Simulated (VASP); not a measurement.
Here is a VASP 6.6.1 calculation.

File INCAR:

```
SYSTEM = WS2
PREC     = Accurate       ! precision mode
ENCUT    = 520            ! plane-wave cutoff, eV
EDIFF    = 1E-6           ! SCF threshold, eV
ISMEAR   = 0              ! smearing method
SIGMA    = 0.05           ! smearing width, eV
LREAL    = .False.        ! projectors in reciprocal space
LASPH    = .True.         ! aspherical terms in the spheres
NELM     = 100            ! most SCF steps
ALGO     = Normal         ! electronic algorithm
ISIF     = 2              ! what is computed and relaxed
LWAVE    = .False.        ! write WAVECAR
LCHARG   = .False.        ! write CHGCAR
ISPIN    = 2              ! spin polarisation
MAGMOM   = 0.33 0 0       ! initial moments
LORBIT   = 11             ! projections on sites
LMAXMIX  = 4              ! l up to which the mixer works
GGA      = PS             ! functional
```

KPOINTS

```
Automatic mesh
0
Gamma
  6 6 6
  0 0 0
```

Contents of POSCAR:

```
WS2
1.0
    0.0000000000      3.0079352200      3.0079352200
    3.0079352200      0.0000000000      3.0079352200
    3.0079352200      3.0079352200      0.0000000000
W S
1 2
Direct
    0.0000000000      0.0000000000      0.0000000000
    0.2500000000      0.2500000000      0.2500000000
    0.7500000000      0.7500000000      0.7500000000
```

Potentials or basis: VASP PAW PBE potentials, release 64 (W_sv, S).

The run is started by

```bash
$ cat potpaw_PBE.64/W_sv/POTCAR potpaw_PBE.64/S/POTCAR > POTCAR
$ mpirun -np 1 vasp_std > vasp.out
```

(1) Predict the net moment.

(2) Predict the pressure.

(3) Predict the band gap on the k mesh.

Answers

(1) 0.00 μB per cell.

(2) -14.2 GPa.

(3) none (metal or under the smearing width).

Caveat: the PAW data sets were made with another functional, which shifts forces and pressure a little.
